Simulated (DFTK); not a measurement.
Write the native input for DFTK 0.8.2 that does the following.

```yaml
Task: single point
Functional: PBE
Potentials_or_basis: SG15 1.2 (PBE)
Cutoff: 1225 eV
k_mesh: 12 × 12 × 12
Occupations: fermi-dirac, width 0.05 eV
Spin: no spin polarisation
Valence_electrons: Rh 17
SCF_tolerance_on_the_density: 1e-06
```

The system is Rh.

```xyz
1
Lattice="0.0000 1.8979 1.8979 1.8979 0.0000 1.8979 1.8979 1.8979 0.0000" Properties=species:S:1:pos:R:3 pbc="T T T"
Rh    0.0000    0.0000    0.0000
```

These files were run (other wordings do the same):

run.jl

```julia
using DFTK
using PseudoPotentialData
using Unitful, UnitfulAtomic
using LinearAlgebra, Printf
include("save.jl")
disable_threading()

# lattice vectors are the columns
lattice = austrip(1u"Å") * [           0.0        1.89785        1.89785;
                  1.89785            0.0        1.89785;
                  1.89785        1.89785            0.0]
symbols   = [:Rh]
positions = [[0.0, 0.0, 0.0]]
pseudopotentials = Dict(:Rh => "Rh.upf")
elements = Dict(s => ElementPsp(s, pseudopotentials; rcut=10.0) for s in unique(symbols))
atoms    = [elements[s] for s in symbols]

build_model(lattice, positions; symmetries=true) =
    model_DFT(lattice, atoms, positions;
              functionals=PBE(),
              temperature=austrip(0.05u"eV"),
              smearing=Smearing.FermiDirac(),
              symmetries)
Ecut  = 45.0  # hartree
kgrid = [12, 12, 12]
tol   = 1e-6
to_GPa = ustrip(uconvert(u"GPa", 1u"hartree/bohr^3"))

model = build_model(lattice, positions)
basis = PlaneWaveBasis(model; Ecut, kgrid)
display(basis)
scfres = self_consistent_field(basis;
                               tol,
                               nbandsalg=AdaptiveBands(model; n_bands_converge=13))
display(scfres.energies)
@printf "Fermi level: %.6f eV\n" ustrip(auconvert(u"eV", something(scfres.εF, NaN)))
forces = compute_forces_cart(scfres)
println("Forces (eV/Å)")
for (s, f) in zip(symbols, forces)
    @printf "%-3s %12.6f %12.6f %12.6f\n" s ustrip.(auconvert.(u"eV/Å", f))...
end
stress = compute_stresses_cart(scfres)
println("Stress (GPa)")
display(round.(stress * to_GPa; digits=4))
println("Levels at the first k-point (eV): ", round.(ustrip.(auconvert.(u"eV", scfres.eigenvalues[1][1:scfres.n_bands_converge])); digits=4))
save_scf!(scfres; forces, stress)
```

Potentials or basis: SG15 1.2 (PBE).

Command:

```bash
$ julia --threads=1 run.jl  # save.jl only writes the numbers to a file and isn't shown; printed stress counts tension as positive; times include loading and compiling
```

Results of the run:

```json
{
 "Pressure": "7.5 GPa",
 "Band gap on the k mesh": "none (metal or under the smearing width)"
}
```

Wall time 89 s on 1 thread of Intel(R) Xeon(R) 6975P-C (Granite Rapids), on a shared host, peak memory 1.6 GiB.
